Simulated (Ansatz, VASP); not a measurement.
**Si53MoC54 (Mo_Si): VASP beside Ansatz**

One calculation is typed for both programs; each brings its own data sets. How far apart do they land? Of the first pair: The structure shown is the start of the Ansatz relaxation below; VASP solves that cell, so the two are compared at the walk's first step.

Main program and level: Ansatz 0.2.0; plane waves, with VASP 6.6.1 beside it; single point at r2SCAN.

## Step 1: The starting structure

The cell holds 108 atoms: 53 Si, 54 C and 1 Mo. Cell: a = 9.236 Å, b = 9.236 Å, c = 15.108 Å, α = 90.0°, β = 90.0°, γ = 120.0°. It derives from SiC (SiC (P6_3mc)). Nearest the centre at fractional (0.667, 0.667, 0.500): Mo108 at 0.05 Å, C82 at 1.84 Å, C106 at 1.85 Å, C103 at 1.90 Å, C88 at 1.93 Å, Si35 at 3.03 Å, Si26 at 3.05 Å, Si41 at 3.05 Å.

## Step 2: Ansatz: relaxation, r2SCAN

Ansatz runs on its PAW soft_1 files.

The two programs are compared at the cell with which this relaxation starts, whose forces are those of its first step.

File input.yaml:

```yaml
crystal:
  lattice:
    - [9.23599493, 0.0, 0.0]
    - [-4.61799746, 7.99860624, 0.0]
    - [0.0, 0.0, 15.1078644]
  atoms:
    - { symbol: Si, position: [0.11111111, 0.22222222, 0.8329854] }
    - { symbol: Si, position: [0.22222222, 0.11111111, 0.3329854] }
[... 2 atom lines left out ...]
    - { symbol: Si, position: [0.0, 0.0, 0.49972248] }
[... 2 atom lines left out ...]
    - { symbol: C, position: [0.0, 0.0, 0.37436694] }
    - { symbol: C, position: [0.11111111, 0.22222222, 0.70799668] }
[... 1 atom line left out ...]
    - { symbol: C, position: [0.22222222, 0.11111111, 0.54152848] }
[... 5 atom lines left out ...]
    - { symbol: Si, position: [0.0, 0.33333333, 0.49972248] }
[... 8 atom lines left out ...]
    - { symbol: Si, position: [0.22222222, 0.77777778, 0.3329854] }
    - { symbol: Si, position: [0.22222222, 0.77777778, 0.66650102] }
[... 1 atom line left out ...]
    - { symbol: Si, position: [0.0, 0.66666667, 0.49972248] }
[... 2 atom lines left out ...]
    - { symbol: C, position: [0.0, 0.66666667, 0.37436694] }
    - { symbol: C, position: [0.11111111, 0.88888889, 0.70799668] }
[... 1 atom line left out ...]
    - { symbol: C, position: [0.22222222, 0.77777778, 0.54152848] }
[... 2 atom lines left out ...]
    - { symbol: Si, position: [0.55555556, 0.11111111, 0.3329854] }
    - { symbol: Si, position: [0.55555556, 0.11111111, 0.66650102] }
[... 1 atom line left out ...]
    - { symbol: Si, position: [0.33333333, 0.0, 0.49972248] }
[... 2 atom lines left out ...]
    - { symbol: C, position: [0.33333333, 0.0, 0.37436694] }
    - { symbol: C, position: [0.44444444, 0.22222222, 0.70799668] }
[... 1 atom line left out ...]
    - { symbol: C, position: [0.55555556, 0.11111111, 0.54152848] }
[... 2 atom lines left out ...]
    - { symbol: Si, position: [0.55555556, 0.44444444, 0.3329854] }
    - { symbol: Si, position: [0.55555556, 0.44444444, 0.66650102] }
[... 3 atom lines left out ...]
    - { symbol: C, position: [0.33333333, 0.33333333, 0.87436694] }
[... 2 atom lines left out ...]
    - { symbol: C, position: [0.55555556, 0.44444444, 0.20799668] }
[... 5 atom lines left out ...]
    - { symbol: Si, position: [0.44444444, 0.88888889, 0.16650102] }
[... 2 atom lines left out ...]
    - { symbol: C, position: [0.33333333, 0.66666667, 0.87436694] }
    - { symbol: C, position: [0.33333333, 0.66666667, 0.37436694] }
[... 1 atom line left out ...]
    - { symbol: C, position: [0.55555556, 0.77777778, 0.20799668] }
[... 3 atom lines left out ...]
    - { symbol: Si, position: [0.88888889, 0.11111111, 0.3329854] }
[... 1 atom line left out ...]
    - { symbol: Si, position: [0.77777778, 0.22222222, 0.16650102] }
[... 2 atom lines left out ...]
    - { symbol: C, position: [0.66666667, 0.0, 0.87436694] }
    - { symbol: C, position: [0.66666667, 0.0, 0.37436694] }
    - { symbol: C, position: [0.77777778, 0.22222222, 0.70799668] }
    - { symbol: C, position: [0.88888889, 0.11111111, 0.20799668] }
[... 2 atom lines left out ...]
    - { symbol: Si, position: [0.77777778, 0.55555556, 0.8329854] }
    - { symbol: Si, position: [0.88888889, 0.44444444, 0.3329854] }
    - { symbol: Si, position: [0.88888889, 0.44444444, 0.66650102] }
    - { symbol: Si, position: [0.77777778, 0.55555556, 0.16650102] }
[... 2 atom lines left out ...]
    - { symbol: C, position: [0.66666667, 0.33333333, 0.87436694] }
[... 2 atom lines left out ...]
    - { symbol: C, position: [0.88888889, 0.44444444, 0.20799668] }
[... 2 atom lines left out ...]
    - { symbol: Si, position: [0.77777778, 0.88888889, 0.8329854] }
    - { symbol: Si, position: [0.88888889, 0.77777778, 0.3329854] }
[... 1 atom line left out ...]
    - { symbol: Si, position: [0.77777778, 0.88888889, 0.16650102] }
[... 2 atom lines left out ...]
    - { symbol: C, position: [0.66666667, 0.66666667, 0.87436694] }
    - { symbol: C, position: [0.66666667, 0.66666667, 0.37436694] }
    - { symbol: C, position: [0.77777778, 0.88888889, 0.70799668] }
    - { symbol: C, position: [0.88888889, 0.77777778, 0.20799668] }
[... 1 atom line left out ...]
    - { symbol: C, position: [0.77777778, 0.88888889, 0.04152848] }
  host:
    repeats: [3, 3, 1]
    atoms:
      - { symbol: Si, position: [0.33333333, 0.66666667, 0.8329854] }
      - { symbol: Si, position: [0.66666667, 0.33333333, 0.3329854] }
      # ... 10 more atoms of the perfect host
basis:
  ecutwfc: 500
  xc_grid: 2
hamiltonian:
  xc: r2scan
  pseudopotentials: { kind: paw, azcp: { folder: soft_1 } }
kpoints:
  mp_grid: { grid: [1, 1, 1], shift: [0.25, 0.25, 0.25] }
scf:
  occupations: { method: fixed }
  max_iter: 60
output:
  forces: true
  charged_corrections:
    epsilon: [7.09, 7.09, 7.35]
    static_epsilon: [10.43, 10.43, 10.95]
    defect_position: [0.666667, 0.666667, 0.499722]
relax:
  f_tol: 0.02
  max_steps: 80
  random_displacement: { amplitude: 0.05, seed: 4776 }
checkpoint:
  write: "../q0.relax.run"
  compress: false
  write_wavefunctions: true
  write_every: 100000
```

Launch:

```sh
ansatz run input.yaml --threads 4 --pin off --max-ram 15073MiB --backend cpu --events-out ev --progress --plain --runs-dir out
```

Numbers of over 12 decimals in the logs are rounded to 6 here.

Output:

```text
Engine: ansatz 0.2.0, aarch64-unknown-linux-gnu
Pseudopotentials: kind: paw
Pseudopotential: Si, paw, valence charge 4, recommended cutoff 500 eV (meta_gga), soft_1/Si.paw.azcp
Pseudopotential: C, paw, valence charge 4, recommended cutoff 500 eV (meta_gga), soft_1/C.paw.azcp
Pseudopotential: Mo, paw, valence charge 14, recommended cutoff 500 eV (meta_gga), soft_1/Mo.paw.azcp
Functional definition: r2SCAN
  parameter k0 = 0.174
  parameter k1 = 0.065
  parameter a1 = 4.9479
  exchange = r2scan_x(k0 = k0, k1 = k1, a1 = a1)
  correlation = r2scan_c
Crystal: 108 atoms, lattice volume = 1116.095 Å³
Basis set: ecut = 500 eV, 28399 PW (Γ), exchange–correlation on 144×144×240 points (8 copies of the dense FFT grid, shifted against one another)
Bands: 329, of which v1, the nominal top of the filled ones, is band 221 counted from 1 (220 counted from 0)
Symmetry: 1 space group operations
k-points: 1
Non-local potential: Si, projectors of the file, l = 0: 2, l = 1: 2, l = 2: 1
Non-local potential: C, projectors of the file, l = 0: 2, l = 1: 2, l = 2: 1
Non-local potential: Mo, projectors of the file, l = 0: 3, l = 1: 2, l = 2: 2, l = 3: 1
PAW form: soft (Blöchl's): semilocal exchange-correlation on the pseudo side does not see the compensation charge
PAW frozen core: Si, regenerated for the run's functional (the file was generated under x = pbe(κ = 0.804, μ = 0.219515), c = pbe(β = 0.066725))
PAW frozen core: C, regenerated for the run's functional (the file was generated under x = pbe(κ = 0.804, μ = 0.219515), c = pbe(β = 0.066725))
PAW frozen core: Mo, regenerated for the run's functional (the file was generated under x = pbe(κ = 0.804, μ = 0.219515), c = pbe(β = 0.066725))
PAW one-centre angular grid: Si, 302 points (default); XC on 160 Gauss nodes
PAW one-centre angular grid: C, 302 points (default); XC on 219 of its mesh's 2255 points in the sphere
PAW one-centre angular grid: Mo, 590 points (default); XC on 160 Gauss nodes
Initial density: superposition of atomic densities (chi_scale 0.1, normalization cell, long waves kept (reshape's long-wave potential 0.08 eV rms))
Initial wavefunctions: pseudopotential atomic-orbital guess
Functional: x = r2scan, c = r2scan; τ floored in thin density (d = 2e-4 eV/Å³)
SCF iter   1: F=—  HF=-52515.805131 eV  |F-HF|=—  |Δ(HF+E_count)|=         —  Δρ=1.36e-1  dr2=2.66e2  dr2_τ=2.87e1  ethr=3.10e-3  ⟨swp⟩=5.0  Hψ=1125  notcnv=0  defer=104
preconditioner: auto → Resta (q_TF=auto, 2.338 Å⁻¹)  ε∞=3.9  [insulator: Δε(μ)=0.094 eV  Ē_g=13.558 eV  n_scr=244 (ndim 8)  ℏωp=23.2 eV  f_vac=0.000  ε∞_Penn≈3.9]
SCF iter   2: F=—  HF=-52455.204276 eV  |F-HF|=—  |Δ(HF+E_count)|=    6.06e1  Δρ=5.38e-2  dr2=4.11e1  dr2_τ=5.37e0  ethr=3.10e-3  ⟨swp⟩=5.0  Hψ=697  notcnv=0  defer=106
SCF iter   3: F=—  HF=-52455.207664 eV  |F-HF|=—  |Δ(HF+E_count)|=   3.39e-3  Δρ=3.34e-2  dr2=2.33e1  dr2_τ=2.10e0  ethr=3.10e-3  ⟨swp⟩=5.0  Hψ=579  notcnv=0  defer=104
SCF iter   4: F=—  HF=-52454.957843 eV  |F-HF|=—  |Δ(HF+E_count)|=   2.50e-1  Δρ=1.62e-2  dr2=3.84e0  dr2_τ=1.52e-1  ethr=3.10e-3  ⟨swp⟩=4.0  Hψ=569  notcnv=0  defer=105
SCF iter   5: F=—  HF=-52454.886913 eV  |F-HF|=—  |Δ(HF+E_count)|=   7.09e-2  Δρ=5.27e-3  dr2=3.58e-1  dr2_τ=2.45e-2  ethr=8.68e-4  ⟨swp⟩=3.0  Hψ=343  notcnv=0  defer=106
SCF iter   6: F=—  HF=-52454.883211 eV  |F-HF|=—  |Δ(HF+E_count)|=   3.70e-3  Δρ=4.08e-3  dr2=1.12e-1  dr2_τ=1.36e-2  ethr=8.09e-5  ⟨swp⟩=3.0  Hψ=562  notcnv=0  defer=106
SCF iter   7: F=—  HF=-52454.877370 eV  |F-HF|=—  |Δ(HF+E_count)|=   5.84e-3  Δρ=2.06e-3  dr2=2.81e-2  dr2_τ=3.55e-3  ethr=2.53e-5  ⟨swp⟩=3.0  Hψ=451  notcnv=0  defer=106
SCF iter   8: F=—  HF=-52454.878759 eV  |F-HF|=—  |Δ(HF+E_count)|=   1.39e-3  Δρ=2.19e-3  dr2=3.00e-2  dr2_τ=3.96e-3  ethr=6.36e-6  ⟨swp⟩=2.0  Hψ=450  notcnv=0  defer=106
SCF iter   9: F=—  HF=-52454.877949 eV  |F-HF|=—  |Δ(HF+E_count)|=   8.10e-4  Δρ=6.49e-4  dr2=2.69e-3  dr2_τ=1.00e-4  ethr=6.36e-6  ⟨swp⟩=2.0  Hψ=228  notcnv=0  defer=105
SCF iter  10: F=—  HF=-52454.877650 eV  |F-HF|=—  |Δ(HF+E_count)|=   2.98e-4  Δρ=2.04e-4  dr2=2.62e-4  dr2_τ=3.82e-5  ethr=6.08e-7  ⟨swp⟩=2.0  Hψ=330  notcnv=0  defer=102
SCF iter  11: F=—  HF=-52454.877674 eV  |F-HF|=—  |Δ(HF+E_count)|=   2.34e-5  Δρ=7.26e-5  dr2=4.06e-5  dr2_τ=1.70e-6  ethr=5.93e-8  ⟨swp⟩=2.0  Hψ=448  notcnv=0  defer=102
SCF iter  12: F=-52454.877673 eV  HF=-52454.877677 eV  |F-HF|=3.65e-6  |Δ(HF+E_count)|=   3.46e-6  Δρ=3.64e-5  dr2=8.67e-6  dr2_τ=9.42e-7  ethr=2.26e-9  ⟨swp⟩=5.0  Hψ=900  notcnv=0
SCF 1 converged in 12 iterations: F = -52454.877673 eV  dr2 = 8.67e-6
  greatest PAW one-centre occupation: 1.000 electrons in one spin orbital (limit 2), on the Mo atom at site 100 (counted from 0), in its partial waves of l = 0
[...]
- { symbol: Si, position: [0.222458, 0.110546, 0.667357] }
    - { symbol: Si, position: [0.110583, 0.222394, 0.166433] }
    - { symbol: Si, position: [0.000542273, 0.000603285, 0.500209] }
    - { symbol: Si, position: [0.000219684, -0.000279757, 0.999559] }
    - { symbol: C, position: [0.000668961, -0.000682722, 0.874460] }
    - { symbol: C, position: [-0.00141767, 0.000918226, 0.374797] }
    - { symbol: C, position: [0.111250, 0.221688, 0.708055] }
    - { symbol: C, position: [0.221441, 0.111495, 0.207983] }
    - { symbol: C, position: [0.222266, 0.110920, 0.542439] }
    - { symbol: C, position: [0.111012, 0.222045, 0.041579] }
    - { symbol: Si, position: [0.111483, 0.554959, 0.832955] }
    - { symbol: Si, position: [0.221172, 0.445517, 0.332847] }
    - { symbol: Si, position: [0.222467, 0.444305, 0.666464] }
    - { symbol: Si, position: [0.110648, 0.555729, 0.166416] }
    - { symbol: Si, position: [0.000148217, 0.333005, 0.499532] }
    - { symbol: Si, position: [9.640614681802329e-5, 0.332912, 0.999683] }
    - { symbol: C, position: [0.00050238, 0.332531, 0.874432] }
    - { symbol: C, position: [-0.00138579, 0.334361, 0.374329] }
    - { symbol: C, position: [0.111410, 0.555025, 0.707992] }
    - { symbol: C, position: [0.221672, 0.444861, 0.208052] }
    - { symbol: C, position: [0.222771, 0.444619, 0.541502] }
    - { symbol: C, position: [0.111085, 0.555270, 0.041627] }
    - { symbol: Si, position: [0.112307, 0.888551, 0.833827] }
    - { symbol: Si, position: [0.220215, 0.778775, 0.332545] }
    - { symbol: Si, position: [0.222363, 0.777520, 0.666609] }
    - { symbol: Si, position: [0.111167, 0.889369, 0.165607] }
    - { symbol: Si, position: [0.00153662, 0.665979, 0.499306] }
    - { symbol: Si, position: [0.000312871, 0.666279, 0.999768] }
    - { symbol: C, position: [0.000910921, 0.665867, 0.874789] }
    - { symbol: C, position: [-0.00248541, 0.667986, 0.374097] }
    - { symbol: C, position: [0.113123, 0.889026, 0.709661] }
    - { symbol: C, position: [0.221454, 0.778423, 0.207689] }
    - { symbol: C, position: [0.221600, 0.778335, 0.541589] }
    - { symbol: C, position: [0.111502, 0.889067, 0.041074] }
    - { symbol: Si, position: [0.444514, 0.220775, 0.833816] }
    - { symbol: Si, position: [0.554129, 0.112676, 0.332526] }
    - { symbol: Si, position: [0.555417, 0.110645, 0.666603] }
    - { symbol: Si, position: [0.443547, 0.221749, 0.165576] }
    - { symbol: Si, position: [0.332833, 0.000241533, 0.499622] }
    - { symbol: Si, position: [0.333514, -0.000504602, 0.999450] }
    - { symbol: C, position: [0.334190, -0.00106436, 0.875011] }
    - { symbol: C, position: [0.331869, 0.0010389, 0.374378] }
    - { symbol: C, position: [0.443955, 0.219936, 0.709629] }
    - { symbol: C, position: [0.554498, 0.111495, 0.207660] }
    - { symbol: C, position: [0.554748, 0.111567, 0.541603] }
    - { symbol: C, position: [0.443975, 0.221478, 0.041074] }
    - { symbol: Si, position: [0.444678, 0.554991, 0.833211] }
    - { symbol: Si, position: [0.552059, 0.444261, 0.331024] }
[...]
- { symbol: Si, position: [0.777348, 0.555561, 0.165966] }
    - { symbol: Si, position: [0.667118, 0.331591, 0.499310] }
    - { symbol: Si, position: [0.666737, 0.332685, 0.999754] }
[...]
- { symbol: C, position: [0.889669, 0.443465, 0.541333] }
    - { symbol: C, position: [0.777745, 0.555226, 0.041284] }
    - { symbol: Si, position: [0.778032, 0.888319, 0.833216] }
    - { symbol: Si, position: [0.888371, 0.780553, 0.331086] }
    - { symbol: Si, position: [0.890787, 0.777881, 0.669298] }
    - { symbol: Si, position: [0.777467, 0.889192, 0.165944] }
    - { symbol: Mo, position: [0.666729, 0.667096, 0.495889] }
    - { symbol: Si, position: [0.666795, 0.666215, 0.999614] }
    - { symbol: C, position: [0.667243, 0.665782, 0.874504] }
    - { symbol: C, position: [0.663028, 0.669289, 0.363059] }
    - { symbol: C, position: [0.777798, 0.888282, 0.708291] }
    - { symbol: C, position: [0.889724, 0.778849, 0.206410] }
    - { symbol: C, position: [0.899433, 0.778767, 0.546178] }
    - { symbol: C, position: [0.777813, 0.888819, 0.041225] }
```

## Step 3: VASP: single point, r2SCAN, start cell, pair 1

The same cell, functional and mesh now go to VASP, with its own data sets.

Lines of VASP's logs that name or quote its potential files are left out, and so is its time.

File INCAR:

```
SYSTEM = Si53MoC54
PREC = Accurate
ENCUT = 580
EDIFF = 1E-06
NELM = 120
ISMEAR = 0
SIGMA = 0.01
LREAL = Auto
ALGO = Normal
METAGGA = R2SCAN
LASPH = .TRUE.
NBANDS = 296
LORBIT = 11
LWAVE = .FALSE.
LCHARG = .FALSE.
ISIF = 2
ISYM = 0
GGA_COMPAT = .FALSE.
LMIXTAU = .TRUE.
NCORE = 2
```

File POSCAR:

```
Si53MoC54
1.0
    9.2359949282      0.0000000000      0.0000000000
   -4.6179974641      7.9986062370      0.0000000000
    0.0000000000      0.0000000000     15.1078644027
Si C Mo
53 54 1
Direct
    0.1100021806      0.2194283539      0.8359407169
    0.2189683646      0.1060025928      0.3311266150
[... 2 atom lines left out ...]
    0.9995880156      0.0043533834      0.4979515171
[... 2 atom lines left out ...]
    0.2199886483      0.4470487600      0.3350781993
    0.2243218025      0.4483514870      0.6639191174
[... 1 atom line left out ...]
    0.9965997935      0.3275360635      0.5009219568
[... 5 atom lines left out ...]
    0.0051581728      0.6698329485      0.5015571889
[... 8 atom lines left out ...]
    0.5604256673      0.4467684612      0.3350591364
    0.5507214231      0.4402161946      0.6682833345
[... 1 atom line left out ...]
    0.3311745521      0.3301823995      0.5025584555
[... 2 atom lines left out ...]
    0.5612867440      0.7814626467      0.3342082551
    0.5613478846      0.7797973566      0.6676242076
[... 1 atom line left out ...]
    0.3394939950      0.6688639047      0.4995700781
[... 2 atom lines left out ...]
    0.8838629922      0.1066174499      0.3345366933
    0.8829374047      0.1074979783      0.6655668023
[... 1 atom line left out ...]
    0.6643441415      0.9962083394      0.5023406881
[... 2 atom lines left out ...]
    0.8934435619      0.4486507891      0.3349211950
    0.8842764136      0.4440568638      0.6684020144
[... 1 atom line left out ...]
    0.6722794543      0.3342662360      0.4988219247
[... 2 atom lines left out ...]
    0.8838241688      0.7726772411      0.3318460417
    0.8862125369      0.7725405923      0.6683075603
[... 3 atom lines left out ...]
    0.9943581047      0.9957967677      0.3755144903
[... 2 atom lines left out ...]
    0.2172163097      0.1078460390      0.5396018115
[... 5 atom lines left out ...]
    0.2252101927      0.4460929685      0.5386230498
[... 2 atom lines left out ...]
    0.9988301435      0.6641732125      0.3713324300
    0.1146305964      0.8891864144      0.7105816358
[... 1 atom line left out ...]
    0.2173899827      0.7787686774      0.5412641246
[... 3 atom lines left out ...]
    0.4396820228      0.2166157389      0.7088379744
[... 1 atom line left out ...]
    0.5529691715      0.1081268379      0.5443585394
[... 2 atom lines left out ...]
    0.3306708440      0.3277130943      0.3729209404
    0.4428165374      0.5594027093      0.7065508212
    0.5611891415      0.4486206589      0.2068277764
    0.5606055614      0.4499881471      0.5408968324
[... 2 atom lines left out ...]
    0.3289262478      0.6681080230      0.3751042403
    0.4452371973      0.8843251925      0.7092544462
    0.5577132450      0.7787580505      0.2111022389
    0.5505236436      0.7783844854      0.5419882507
[... 2 atom lines left out ...]
    0.6716231141      0.0057357493      0.3740486974
[... 2 atom lines left out ...]
    0.8901970956      0.1170115108      0.5410962650
[... 2 atom lines left out ...]
    0.6611048021      0.3281339176      0.3746769794
    0.7765653518      0.5498945528      0.7070007855
[... 1 atom line left out ...]
    0.8864544237      0.4416519448      0.5444206263
[... 2 atom lines left out ...]
    0.6729165615      0.6697021758      0.3743339131
    0.7734225503      0.8831844937      0.7070028374
    0.8912621421      0.7754145930      0.2058368355
    0.8853839092      0.7769729895      0.5388500838
[... 1 atom line left out ...]
    0.6727747494      0.6706569671      0.4993130597
```

File KPOINTS:

```
Points of the shifted mesh
1
Reciprocal
 0.2500000000  0.2500000000  0.2500000000 1
```

PAW data sets: Si, C and Mo_sv (PBE family, release 64).

Launch:

```sh
mpirun -np 8 vasp_std
```

Output:

```text
[banner, memory and clock lines left out]
running    8 mpi-ranks, on    1 nodes
[...]
|                                                                             |
|               ----> ADVICE to this user running VASP <----                  |
|                                                                             |
|     You enforced a specific xc type in the INCAR file but a different       |
|     [... a line on the potential file left out ...]
|     I HOPE YOU KNOW WHAT YOU ARE DOING!                                     |
|                                                                             |

 LDA part: xc-table for (None), standard interpolation
 POSCAR, INCAR and KPOINTS ok, starting setup
[...]
entering main loop
       N       E                     dE             d eps       ncg     rms          rms(c)
DAV:   1     0.138936584613E+04    0.13894E+04   -0.22641E+05   608   0.153E+03
DAV:   2    -0.104510893792E+04   -0.24345E+04   -0.23066E+04   720   0.266E+02
DAV:   3    -0.121935364206E+04   -0.17424E+03   -0.17221E+03   720   0.663E+01
DAV:   4    -0.122357772940E+04   -0.42241E+01   -0.42029E+01   720   0.111E+01
[...]
DAV:  34    -0.105550446505E+04    0.23421E-04   -0.25016E-04   736   0.242E-02    0.877E-02
DAV:  35    -0.105550445898E+04    0.60707E-05   -0.46074E-05   688   0.873E-03    0.668E-02
DAV:  36    -0.105550445977E+04   -0.79165E-06   -0.40111E-06   368   0.212E-03
   1 F= -.10555045E+04 E0= -.10555044E+04  d E =-.621610E-04
```

OUTCAR, selected parts (step 3):

```text
  FREE ENERGIE OF THE ION-ELECTRON SYSTEM (eV)
  ---------------------------------------------------
  free  energy   TOTEN  =     -1055.5044597691 eV

  energy  without entropy=    -1055.5043976080  energy(sigma->0) =    -1055.50442869
```

The run ends at a pressure of 2.30 GPa, with forces up to 6.4 eV/Å.

## Step 4: Differences

Known differences besides the potentials themselves: VASP keeps PBE cores, Ansatz makes them for the functional; fixed occupations in Ansatz, narrow Gaussian smearing in VASP; the cutoff is 500 eV in Ansatz and 580 eV in VASP (PREC = Accurate, projectors in real space). Total energies have different zeros and are not compared.

Forces on 7 of the 108 atoms, those with the largest forces and the largest differences (eV/Å; atoms numbered as in POSCAR):

```
 atom          Ansatz x, y, z            VASP x, y, z
 Si11   -0.104, 2.396, -0.762   -0.101, 2.385, -0.754
 Si35  -2.393, -0.303, -0.082  -2.388, -0.300, -0.085
 Si46    2.016, 0.918, -0.379    2.008, 0.914, -0.375
  C82    0.218, -4.398, 1.999    0.205, -4.463, 2.015
 C103  -1.378, -0.669, -3.784  -1.368, -0.663, -3.860
 C106     4.869, 2.457, 3.143     4.953, 2.519, 3.167
Mo108  -2.661, -0.186, -0.284  -2.710, -0.207, -0.270
```

The forces differ by 10 meV/Å r.m.s., which is 1.0 % of the r.m.s. force of 1.009 eV/Å (both taken over all components). VASP's last cycles still show a density residual of 7e-03, so its state may not be settled.

(Part 1 of 2 ends here.)

[Lines on the potential files, build, host, timing and source positions are cut from VASP's logs without a mark.]

[Logs are printed without paths, hosts, clocks, repeated set-up lines and the standing remarks that a program may print on its own settings, such as how far it seeks lower states.]

[Hosts, paths, dates, database ids (printed as entryN), source tags and the programs' standing remarks are cut or masked in the printed files.]
